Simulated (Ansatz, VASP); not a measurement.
# Si (Sigma29 (520)[001] symmetric tilt boundary in Si): VASP beside Ansatz, part 2 of 2

One calculation is typed for both programs; each brings its own data sets. How far apart do they land? The cell is taken from a series of runs on this material, whose earlier steps may have relaxed, scaled, displaced or heated it; both programs get it as it stands.

VASP 6.6.1 and Ansatz 0.2.0.

So far: Set-up; Ansatz: single point, PBE.

### 3. VASP: single point, PBE

Level of this step: PBE; plane waves and PAW (Si) (VASP).

The same cell, functional, mesh and smearing now go to VASP, with its own data sets.

Lines of VASP's logs that name or quote its potential files are left out, and so is its time.

Input file INCAR:

```
SYSTEM = Si
PREC = Accurate
ENCUT = 400
EDIFF = 1E-06
NELM = 120
ISMEAR = -1
SIGMA = 0.025
LREAL = Auto
ALGO = Normal
GGA = PE
NBANDS = 216
LORBIT = 11
LWAVE = .FALSE.
LCHARG = .FALSE.
ISIF = 2
LASPH = .TRUE.
GGA_COMPAT = .FALSE.
KPAR = 8
```

Input file POSCAR:

```
Si
1.0
    5.4690000000      0.0000000000      0.0000000000
   -2.7345000000     14.7257300000      0.0000000000
    0.0000000000      0.0000000000     20.6434800000
Si
80
Direct
    0.4888000000      0.1417100000      0.9922700000
    0.8114700000      0.0668800000      0.0371950000
    0.8487800000      0.7475500000      0.0090400000
    0.4151800000      0.4668000000      0.9996100000
    0.1192200000      0.3328300000      0.0366050000
    0.3528400000      0.2249800000      0.0804300000
    0.5133300000      0.9423300000      0.0706700000
    0.0824800000      0.6336300000      0.0380550000
    0.7565600000      0.5126000000      0.0774600000
    0.9344900000      0.3931900000      0.1249100000
    0.0630400000      0.1108600000      0.1263350000
    0.6689100000      0.8117500000      0.0987600000
    0.3480100000      0.6890300000      0.1306200000
    0.5432300000      0.5677500000      0.1662100000
    0.6297000000      0.2764100000      0.1667900000
    0.2464400000      0.9846500000      0.1526400000
    0.9326100000      0.8624800000      0.1869600000
    0.1292300000      0.7415500000      0.2191750000
    0.2327200000      0.4485900000      0.2078000000
    0.8171100000      0.1572800000      0.2086350000
    0.5087000000      0.0343200000      0.2421600000
    0.7053100000      0.9133800000      0.2743800000
    0.8208200000      0.6185800000      0.2526900000
    0.4052300000      0.3272800000      0.2535200000
    0.0947200000      0.2081200000      0.2951100000
    0.2899400000      0.0868500000      0.3307200000
    0.3914600000      0.7912100000      0.3087050000
    0.0082400000      0.4994500000      0.2945300000
    0.7034500000      0.3826800000      0.3364150000
    0.8814000000      0.2632800000      0.3838600000
    0.9690400000      0.9641200000      0.3625800000
    0.5748800000      0.6649900000      0.3349900000
    0.2850900000      0.5508700000      0.3808950000
    0.5187400000      0.4430300000      0.4247300000
    0.5555100000      0.1422500000      0.4232900000
    0.1245600000      0.8335300000      0.3906700000
    0.8264000000      0.7089600000      0.4241400000
    0.1491200000      0.6341500000      0.4690550000
    0.2227200000      0.3090600000      0.4617250000
    0.7891500000      0.0283000000      0.4523000000
    0.4888000000      0.6417100000      0.9690700000
    0.8114700000      0.5668800000      0.9241450000
    0.8487800000      0.2475500000      0.9523000000
    0.4151800000      0.9668000000      0.9617300000
    0.1192200000      0.8328300000      0.9247350000
    0.3528400000      0.7249800000      0.8809100000
    0.5133300000      0.4423300000      0.8906700000
    0.0824800000      0.1336300000      0.9232850000
    0.7565600000      0.0126000000      0.8838800000
    0.9344900000      0.8931900000      0.8364300000
    0.0630400000      0.6108600000      0.8350050000
    0.6689100000      0.3117500000      0.8625800000
    0.3480100000      0.1890300000      0.8307200000
    0.5432300000      0.0677500000      0.7951300000
    0.6297000000      0.7764100000      0.7945500000
    0.2464400000      0.4846500000      0.8087000000
    0.9326100000      0.3624800000      0.7743800000
    0.1292300000      0.2415500000      0.7421650000
    0.2327200000      0.9485900000      0.7535400000
    0.8171100000      0.6572800000      0.7527050000
    0.5087000000      0.5343200000      0.7191800000
    0.7053100000      0.4133800000      0.6869600000
    0.8208200000      0.1185800000      0.7086500000
    0.4052300000      0.8272800000      0.7078200000
    0.0947200000      0.7081200000      0.6662300000
    0.2899400000      0.5868500000      0.6306200000
    0.3914600000      0.2912100000      0.6526350000
    0.0082400000      0.9994500000      0.6668100000
    0.7034500000      0.8826800000      0.6249250000
    0.8814000000      0.7632800000      0.5774800000
    0.9690400000      0.4641200000      0.5987600000
    0.5748800000      0.1649900000      0.6263500000
    0.2850900000      0.0508700000      0.5804450000
    0.5187400000      0.9430300000      0.5366100000
    0.5555100000      0.6422500000      0.5380500000
    0.1245600000      0.3335300000      0.5706700000
    0.8264000000      0.2089600000      0.5372000000
    0.1491200000      0.1341500000      0.4922850000
    0.2227200000      0.8090600000      0.4996150000
    0.7891500000      0.5283000000      0.5090400000
```

Input file KPOINTS:

```
Automatic mesh
0
Gamma
7 3 2
0 0 0
```

Potentials, in the order of the species: Si (PBE family, release 64).

Run with:

```bash
$ mpirun -np 8 vasp_std
```

Numbers of over 12 decimals in the logs are rounded to 6 here.

Log:

```text
[banner, memory and clock lines left out]
running    8 mpi-ranks, on    1 nodes
[...]
|                                                                             |
|           W    W    AA    RRRRR   N    N  II  N    N   GGGG   !!!           |
|           W    W   A  A   R    R  NN   N  II  NN   N  G    G  !!!           |
|           W    W  A    A  R    R  N N  N  II  N N  N  G       !!!           |
|           W WW W  AAAAAA  RRRRR   N  N N  II  N  N N  G  GGG   !            |
|           WW  WW  A    A  R   R   N   NN  II  N   NN  G    G                |
|           W    W  A    A  R    R  N    N  II  N    N   GGGG   !!!           |
|                                                                             |
|     For optimal performance we recommend to set                             |
|       NCORE = 2 up to number-of-cores-per-socket                            |
|     NCORE specifies how many cores store one orbital (NPAR=cpu/NCORE).      |
|     This setting can greatly improve the performance of VASP for DFT.       |
[...]
|                                                                             |
|        The reciprocal lattice is base centered orthorhombic,                |
|        whereas your k-lattice is simple monoclinic.                         |
|                                                                             |
|     Results are often still useful ...                                      |
|                                                                             |

 POSCAR, INCAR and KPOINTS ok, starting setup
[...]
entering main loop
       N       E                     dE             d eps       ncg     rms          rms(c)
DAV:   1     0.692390666195E+03    0.69239E+03   -0.10338E+05  9504   0.992E+02
DAV:   2    -0.351524324942E+03   -0.10439E+04   -0.98595E+03 11336   0.164E+02
DAV:   3    -0.425039908705E+03   -0.73516E+02   -0.71688E+02 11816   0.391E+01
DAV:   4    -0.427014322539E+03   -0.19744E+01   -0.19562E+01 11648   0.763E+00
[...]
DAV:  17    -0.419979769999E+03   -0.13378E-05   -0.10161E-06  6608   0.220E-03    0.320E-03
DAV:  18    -0.419979771291E+03   -0.12925E-05   -0.12318E-06  6648   0.194E-03    0.192E-03
DAV:  19    -0.419979771398E+03   -0.10682E-06   -0.11700E-07  5848   0.647E-04
   1 F= -.41997977E+03 E0= -.41996941E+03  d E =-.207136E-01
```

Parts of OUTCAR (step 3):

```text
  FREE ENERGIE OF THE ION-ELECTRON SYSTEM (eV)
  ---------------------------------------------------
  free  energy   TOTEN  =      -419.9797713979 eV

  energy  without entropy=     -419.9590578186  energy(sigma->0) =     -419.96941461
```

The run ends at a pressure of -1.59 GPa, with forces up to 0.13 eV/Å.

### 4. Comparison

Known differences besides the potentials themselves: the cutoff is 420 eV in Ansatz and 400 eV in VASP (PREC = Accurate, projectors in real space). Total energies have different zeros and are not compared.

Forces on 10 of the 80 atoms, those with the largest forces and the largest differences (eV/Å; atoms numbered as in POSCAR):

| atom | Ansatz x, y, z | VASP x, y, z |
| --- | --- | --- |
| Si1 | -0.008, 0.062, 0.109 | -0.008, 0.067, 0.111 |
| Si11 | -0.088, 0.039, -0.014 | -0.089, 0.039, -0.016 |
| Si32 | 0.088, -0.039, 0.015 | 0.089, -0.039, 0.016 |
| Si38 | 0.007, -0.062, -0.108 | 0.008, -0.068, -0.111 |
| Si39 | -0.046, 0.060, -0.006 | -0.050, 0.062, -0.001 |
| Si41 | -0.008, 0.062, -0.109 | -0.008, 0.067, -0.111 |
| Si44 | 0.046, -0.060, -0.006 | 0.051, -0.062, -0.002 |
| Si72 | 0.088, -0.039, -0.015 | 0.089, -0.039, -0.016 |
| Si78 | 0.007, -0.062, 0.108 | 0.008, -0.068, 0.111 |
| Si79 | -0.046, 0.060, 0.006 | -0.050, 0.062, 0.001 |

The forces differ by 1.8 meV/Å r.m.s., which is 4.9 % of the r.m.s. force of 0.037 eV/Å (both taken over all components).

### 5. Results

| Property | Result |
| --- | --- |
| r.m.s. force difference (single point, PBE) | 1.8 meV/Å |

What this shows: The r.m.s. force difference is 1.8 meV/Å (single point, PBE), within the 12 meV/Å picked in this series as the mark of a large difference. How closely two codes agree says nothing of how well the functional describes the real material.

[Lines on the potential files, build, host, timing and source positions are cut from VASP's logs without a mark.]

[Logs are printed without paths, hosts, clocks, repeated set-up lines and the standing remarks that a program may print on its own settings, such as how far it seeks lower states.]

[Hosts, paths, dates, database ids (printed as entryN), source tags and the programs' standing remarks are cut or masked in the printed files.]
